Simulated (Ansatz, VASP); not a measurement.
## Re in VASP and in Ansatz

The input INCAR:

```
PREC = Accurate
ENCUT = 520
EDIFF = 1E-6
ISMEAR = -1
SIGMA = 0.03
LREAL = False
LASPH = True
NELM = 80
ALGO = Normal
ISIF = 2
LWAVE = False
LCHARG = False
GGA = PE
NBANDS = 10
```

The input KPOINTS:

```
regular mesh
0
Gamma
  14 14 14
```

File POSCAR:

```
Re
1.0
    0.0000000000      1.9550491410      1.9550491410
    1.9550491410      0.0000000000      1.9550491410
    1.9550491410      1.9550491410      0.0000000000
Re
1
Direct
    0.0000000000      0.0000000000      0.0000000000
```

Input for Ansatz:

```yaml
crystal:
  lattice:
    - [0.0, 1.955049141, 1.955049141]
    - [1.955049141, 0.0, 1.955049141]
    - [1.955049141, 1.955049141, 0.0]
  atoms:
    - { symbol: Re, position: [0.0, 0.0, 0.0] }
kpoints:
  mp_grid: { grid: [14, 14, 14] }
scf:
  occupations: { method: fermi_dirac, width: 0.03 }
hamiltonian:
  xc: pbe
  pseudopotentials: { kind: all_electron, lapw: { basis_error: 0.001 } }
output:
  forces: true
  stress: true
  eigenvalues: true
```

Change from the starting cell: volume scaled by 0.97.

Alike in both runs: task single point; functional PBE; k mesh 14 × 14 × 14; occupations fermi-dirac, width 0.03 eV; no spin polarisation.

```csv
,VASP,Ansatz
version,VASP 6.6.1,Ansatz 0.2.0
potentials or method,"VASP PAW PBE potentials, release 64 (Re)","all-electron LAPW, scalar-relativistic"
plane-wave cutoff (eV),520,see its input
```

```csv
,VASP,Ansatz,Ansatz less VASP
pressure (GPa),0.7,1.4,+0.64
```

Ansatz ran all-electron here, so the differences hold the error of VASP's frozen core and of both bases.

The runs have no spin-orbit coupling, so splittings on Re are missing.
